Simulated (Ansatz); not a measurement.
# Co: single point with PBE

Crystal: Co.

```xyz
2
Lattice="2.4720 0.0000 0.0000 -1.2360 2.1408 0.0000 0.0000 0.0000 4.0211" Properties=species:S:1:pos:R:3 pbc="T T T"
Co    1.2360    0.7136    3.0159
Co    0.0000    1.4272    1.0053
```

* Program: Ansatz 0.2.0
* Task: single point
* Functional: PBE
* Potentials or basis: all-electron LAPW, scalar-relativistic
* Cutoff: 315 eV (chosen from the basis error)
* Basis error allowed: 0.001 eV/atom
* k mesh: 12 × 12 × 7
* Occupations: fermi-dirac, width 0.05 eV
* Spin: collinear spin, program default start, total moment locked
* Fixed moment: 0 μB

```yaml
Absolute_moment: 0.00 μB per cell
```

It took 15 s on 2 threads of Arm Neoverse V2 (shared host), peak memory 0.5 GiB.

Caveat: the total moment is fixed, so each spin has its own Fermi level.
